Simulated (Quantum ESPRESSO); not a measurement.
# TiO2 under changes of volume

One of the cells (10.435 Å³/atom); the others are scaled copies at fixed shape and fractional positions:

```
Ti O
1.0
     4.59984    0.00000    0.00000
     0.00000    4.59984    0.00000
     0.00000    0.00000    2.95921
Ti O
2 4
Direct
  0.00000 0.00000 0.50000
  0.50000 0.50000 0.00000
  0.30432 0.30432 0.50000
  0.19568 0.80432 0.00000
  0.80432 0.19568 0.00000
  0.69568 0.69568 0.50000
```

The cell is a database's computed one.

- Program: Quantum ESPRESSO 7.5
- Functional: LDA
- Potentials or basis: GBRV 1.5 LDA
- Cutoff: 612 eV
- Density cutoff: 4898 eV
- k mesh: 6 × 6 × 9
- Occupations: fermi-dirac, width 0.05 eV
- Spin: no spin polarisation

```tsv
volume (Å³/atom)	energy over the lowest point (meV/atom)	pressure (GPa)	gap on the mesh (eV)
9.809	6.49	7.8	1.93
10.018	0.00	1.8	1.88
10.227	0.86	-3.5	1.83
10.435	8.36	-8.3	1.78
10.644	21.80	-12.6	1.74
10.853	?	?	?
11.062	64.05	-19.9	1.65
```

Problem. What does the run at 10.853 Å³/atom give?

Solution. Energy over the lowest point 40.54 meV/atom; pressure -16.4 GPa; gap on the mesh 1.69 eV.

Worked out: A Birch-Murnaghan fit of order 3 (a polynomial in V^(-2/3)) to the other rows has its minimum at 10.09 Å³/atom with B0 = V·E''(V) = 263 GPa and B' = 4.4 at fixed shape and positions, which overstates the stiffness. It gives 40.54 meV/atom at 10.853 Å³/atom, against the run's 40.54, and -dE/dV = -16.3 GPa, against -16.4. A straight line through the other rows of the gap, of slope -2.33 eV per unit of ln V (its deformation potential), gives 1.69 eV, against the run's 1.69.

Energies are extrapolated to zero smearing.

Caveats: an odd mesh through Γ misses points on the zone boundary, where band edges often lie.
